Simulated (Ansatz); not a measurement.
An Ansatz (a first-principles code) run: LiI with a change (pressure −1 GPa); Ansatz, PBE, PAW, cutoff 420 eV, no spin-orbit coupling.

Input:

Ansatz 0.2 input:
```yaml
crystal:
  lattice:
    - [0, 3.0095199982, 3.0095199982]
    - [3.0095199982, 0, 3.0095199982]
    - [3.0095199982, 3.0095199982, 0]
  atoms:
    - { symbol: I, position: [0, 0, 0] }
    - { symbol: Li, position: [0.5, 0.5, 0.5] }
basis: { ecutwfc: 420, ecutrho_ratio: 4, xc_grid: 2, fft_grid_basis: typed }
kpoints: { mp_grid: { grid: [10, 10, 10] } }
hamiltonian:
  xc: pbe
  dispersion: none
  pseudopotentials: { kind: paw }
scf: { occupations: { method: fermi_dirac, width: 0.05 } }
relax: { f_tol: 0.01, max_steps: 60, cell: { stress_tol: 0.02, p_target: -1.0 } }
output: { forces: true, stress: true }
checkpoint: { write: state.ck, write_every: 1000 }
```

Output (explanatory and most iteration lines left out):

```
Relaxation: its limit of steps is 60 (relax.max_steps)
Pseudopotential: I, paw, valence charge 17
Pseudopotential: Li, paw, valence charge 3
Crystal: 2 atoms, lattice volume = 54.516 Å³
Basis set: ecut = 420 eV, 1067 PW (Γ), exchange–correlation on 60×60×60 points (8 copies of the dense FFT grid, shifted against one another)
Bands: 14, of which v1, the nominal top of the filled ones, is band 10 counted from 1 (9 counted from 0)
Symmetry: 48 space group operations
Space group: Fm-3m (ITA 225), of the structure as read, at distance tolerance 3.8e-5 Å
k-points: 47 of 1000
Functional: x = pbe(κ = 0.804, μ = 0.2195149727645171), c = pbe(β = 0.06672455060314922)
SCF iter   1: F=—  HF=-7720.000137 eV  |F-HF|=—  |Δ(HF+E_count)|=         —  Δρ=5.50e-4  dr2=3.15e-4  ethr=1.77e-3  ⟨swp⟩=6.6  Hψ=4045  notcnv=0
SCF iter   2: F=—  HF=-7719.999780 eV  |F-HF|=—  |Δ(HF+E_count)|=   3.58e-4  Δρ=5.47e-4  dr2=3.78e-4  ethr=1.58e-6  ⟨swp⟩=2.3  Hψ=1463  notcnv=0
SCF 1 converged in 7 iterations: F = -7719.999726 eV  dr2 = 2.85e-8
relax step   1: F+E_penalty+E_count = -7719.99972631 eV  Δ(F+E_penalty+E_count) = +0.000e0 eV  max|allowed force component| = 4.750e-30 eV/Å  Δτ_max = 0.0000 Å  P = +0.005 GPa  Ω = 54.516 Å³  (7 SCF iters, dr2 threshold 1.00e-7 eV, accepted)
[... steps on the carried basis left out ...]
relax step   4: F+E_penalty+E_count = -7719.98947011 eV  Δ(F+E_penalty+E_count) = -2.076e-4 eV  max|allowed force component| = 1.828e-29 eV/Å  Δτ_max = 0.0000 Å  P = -0.985 GPa  Ω = 57.701 Å³  stress off target by 1.49e-2 GPa  SCF on the basis re-selected at this cell (its energy is not comparable with the rows above)  (7 SCF iters)
SCF converged after 7 iterations
Free energy (F): -7719.989470 eV
Internal energy: -7719.989470 eV  (E = F + TS)
E sigma→0 (E₀):  -7719.989470 eV
Fermi energy:    5.585930 eV
--- Forces (eV/Å), atoms counted from 1 ---
  atom   1  I     -0.00000000     0.00000000    -0.00000000
  atom   2  Li     0.00000000    -0.00000000     0.00000000
--- Stress (GPa, compression-positive) ---
       -0.985071      -0.000000      -0.000000
       -0.000000      -0.985071      -0.000000
       -0.000000       0.000000      -0.985071
  P = ⅓ Tr σ = -0.9851 GPa (-9.851 kbar)
--- Relaxed structure (3 steps of the walk, 3 accepted, 1 SCFs on fresh bases) ---
  cell:  # Å, volume = 57.7007 Å³
    - [3.884870249662828e-34, 3.0670224225436127, 3.0670224225436127]
    - [3.0670224225436127, 3.4393761222045233e-34, 3.0670224225436127]
    - [3.0670224225436127, 3.0670224225436127, 4.521791753774777e-34]
  atoms:
    - { symbol: I, position: [7.999323586254437e-36, -8.332628735685653e-36, -1.1665680229944758e-35] }
    - { symbol: Li, position: [0.49999999999999994, 0.49999999999999994, 0.49999999999999994] }
```

With I present, leaving out spin-orbit coupling can change the band edges. Load acts through the strain it causes; cell and atoms are relaxed under it. Stability against distortions was not tested. The cell was made from LiI in the rock salt structure (space group Fm-3m, No. 225) by this change: pressure −1 GPa.
